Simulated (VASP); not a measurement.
# VASP 6.6.1 run: SnTe

INCAR

```
LWAVE = .FALSE.
LCHARG = .FALSE.
LASPH = .TRUE.
LREAL = .FALSE.
NSW = 0
ISIF = 2
SIGMA = 0.02
ISMEAR = -1
NBANDS = 17
NELM = 95
IBRION = -1
PREC = Accurate
EDIFF = 1E-7
ENCUT = 600
GGA = PE
```

KPOINTS

```
KPOINTS created by Atomic Simulation Environment
0
Gamma
8 8 8
0 0 0
```

POSCAR

```
Sn Te
 1.0000000000000000
     0.0000000000000000    3.2212236489000001    3.1868840042000000
     3.2212236489000001    0.0000000000000000    3.1868840042000000
     3.2212236489000001    3.2212236489000001    0.0000000000000000
 Sn  Te
   1   1
Cartesian
  0.0000000000000000  0.0000000000000000  0.0000000000000000
  3.2212236489000010  3.2212236489000010  3.1868840042000000
```

The recommended PBE PAW datasets give the neutral cell 20 valence electrons.

Command

```
mpirun -np 1 vasp_std
```

Problem. How does this run end, and what does it give?

Solution. It converged. Results: gap between bands v and c on the k mesh 0.06 eV; least direct gap on the k mesh 0.06 eV; pressure -0.1 GPa. Band v is the last that the valence electrons fill when counted band by band, and c is the next.

OSZICAR

```
N       E                     dE             d eps       ncg     rms          rms(c)
DAV:   1     0.133612551443E+03    0.13361E+03   -0.10324E+04  2011   0.146E+03
DAV:   2     0.517957805589E+01   -0.12843E+03   -0.12493E+03  2113   0.349E+02
DAV:   3    -0.725432621902E+01   -0.12434E+02   -0.12322E+02  2529   0.946E+01
DAV:   4    -0.761682183616E+01   -0.36250E+00   -0.36227E+00  2394   0.165E+01
DAV:   5    -0.763091264167E+01   -0.14091E-01   -0.14090E-01  2996   0.320E+00    0.401E+00
DAV:   6    -0.756016833786E+01    0.70744E-01   -0.16764E-01  2601   0.256E+00    0.252E+00
DAV:   7    -0.756115415767E+01   -0.98582E-03   -0.57601E-02  2393   0.110E+00    0.881E-01
DAV:   8    -0.756204586808E+01   -0.89171E-03   -0.73193E-03  2509   0.685E-01    0.163E-01
DAV:   9    -0.756211130170E+01   -0.65434E-04   -0.85124E-04  2835   0.259E-01    0.471E-02
DAV:  10    -0.756212012759E+01   -0.88259E-05   -0.13590E-04  2550   0.896E-02    0.202E-02
DAV:  11    -0.756212795664E+01   -0.78291E-05   -0.43987E-05  2498   0.466E-02    0.254E-02
DAV:  12    -0.756212759027E+01    0.36637E-06   -0.25133E-06  2334   0.844E-03    0.149E-02
DAV:  13    -0.756212689879E+01    0.69148E-06   -0.43248E-07  2399   0.420E-03    0.609E-03
DAV:  14    -0.756212676058E+01    0.13821E-06   -0.59705E-07  2388   0.676E-03    0.516E-04
DAV:  15    -0.756212674914E+01    0.11442E-07   -0.59958E-08  1176   0.120E-03
   1 F= -.75621267E+01 E0= -.75619740E+01  d E =-.305475E-03
```

Standard output (part)

```
POSCAR found type information on POSCAR SnTe
 POSCAR found :  2 types and       2 ions
 LDA part: xc-table for (Slater+PW92), standard interpolation
 POSCAR, INCAR and KPOINTS ok, starting setup
 WAVECAR not read
 entering main loop
```

For comparison, a separate PBE run of the intended cell, on usual settings and not on those above, gives a gap of 0.06 eV on its mesh and a pressure of -0.2 GPa.
